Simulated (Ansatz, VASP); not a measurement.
## HfC: 3 runs at one level of theory

The starting cell:

```
CELL_PARAMETERS angstrom
0.00000 2.32500 2.32500
2.32500 0.00000 2.32500
2.32500 2.32500 0.00000
ATOMIC_POSITIONS crystal
Hf 0.50000 0.50000 0.50000
C 0.00000 0.00000 0.00000
```

Alike in all runs: task relaxation of cell and atoms; functional PBEsol; dispersion D3(BJ); k mesh 10 × 10 × 10; occupations fermi-dirac, width 0.05 eV; no spin polarisation; no spin-orbit coupling.

| program and potentials | plane-wave cutoff (eV) | notes | equilibrium volume (Å³/atom) |
| --- | --- | --- | --- |
| Ansatz, Ansatz PAW | 420 | potentials made for PBE, which Ansatz adapts in part; 15 valence electrons an atom on average | 11.98 |
| Ansatz, all-electron LAPW, scalar-relativistic | - | - | 11.99 |
| VASP, PBE PAW files C, Hf_pv, 600 eV | 600 | potentials made for PBE; 7 valence electrons an atom on average | 11.97 |

The equilibrium volume spans 11.97 (VASP, PBE PAW files C, Hf_pv, 600 eV) to 11.99 Å³/atom (Ansatz, all-electron LAPW, scalar-relativistic), with all-electron results at 11.99. Relaxations stop with a little pressure left, so the last digit of a volume isn't settled.

The functional is the same throughout but for its coding, so the spread measures potentials, basis and numerics; runs on potential files found faulty are left out.

The three runs give practically the same volume, from 11.97 to 11.99 Å³/atom, so the choice of potential hardly matters for the size of this cell. The valence counts suggest why: the smaller set leaves the Hf 4f and 5s electrons in the core, yet it still matches the all-electron result. The filled 4f shell is compact and chemically inert, while cohesion in rocksalt HfC comes mainly from covalent Hf 5d–C 2p overlap, with some charge transfer to carbon and a metallic contribution.

All three volumes nevertheless lie clearly below the measured one, and their agreement therefore points to a shared cause in the level of theory. Probably the dispersion term overbinds: PBEsol already gives short bonds in dense solids, and a pairwise attraction based on atomic polarisabilities tends to exaggerate the pull between metal atoms whose outer electrons are partly transferred and screened. The close match thus supports the numerical soundness of the volume, but not its accuracy for real HfC, and it doesn't show that the potentials would agree equally well on the elastic stiffness.
